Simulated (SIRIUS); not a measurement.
Crystal: CuO.

```
CELL_PARAMETERS angstrom
2.83633 0.00000 0.00000
-1.41816 2.45633 0.00000
0.00000 0.00000 2.76811
ATOMIC_POSITIONS crystal
Cu 0.00000 0.00000 0.00000
O 0.66667 0.33333 0.50000
```

Measurements of this composition are mostly on another form, of space group No. 15.

Base run:

```yaml
Program: SIRIUS 7.10.0
Functional: LDA
Potentials_or_basis: PseudoDojo 0.4.1 PBE standard (scalar relativistic)
Cutoff: 1254 eV
Density_cutoff: 5016 eV
k_mesh: 9 × 9 × 8
Occupations: fermi-dirac, width 0.05 eV
Spin: no spin polarisation
```

Its results: band gap on the k mesh none (metal or under the smearing width); pressure -16.9 GPa.

**Question.** After a change of settings the same cell gave: band gap on the k mesh none (metal or under the smearing width); pressure 6.6 GPa. Which change was it?
A. functional from LDA to PBEint; libxc names from ["XC_LDA_X", "XC_LDA_C_PW"] to ["XC_GGA_X_PBEINT", "XC_GGA_C_PBEINT"]
B. functional from LDA to EV93PW91; libxc names from ["XC_LDA_X", "XC_LDA_C_PW"] to ["XC_GGA_X_EV93", "XC_GGA_C_PW91"]
C. functional from LDA to PBEsol; libxc names from ["XC_LDA_X", "XC_LDA_C_PW"] to ["XC_GGA_X_PBE_SOL", "XC_GGA_C_PBE_SOL"]
D. functional from LDA to BLYP; libxc names from ["XC_LDA_X", "XC_LDA_C_PW"] to ["XC_GGA_X_B88", "XC_GGA_C_LYP"]

**Answer.** D.

Caveats: the potentials were made for another functional, which shifts forces and pressure; an odd number of electrons without spin polarisation forces a metal; a magnetic or distorted state may lie lower; the run has no spin polarisation, though such a crystal can be magnetic; semilocal functionals often make such compounds metallic where correlation or magnetic order opens a gap, which also shifts bond lengths.

Runs at the PBE level aren't shown here.
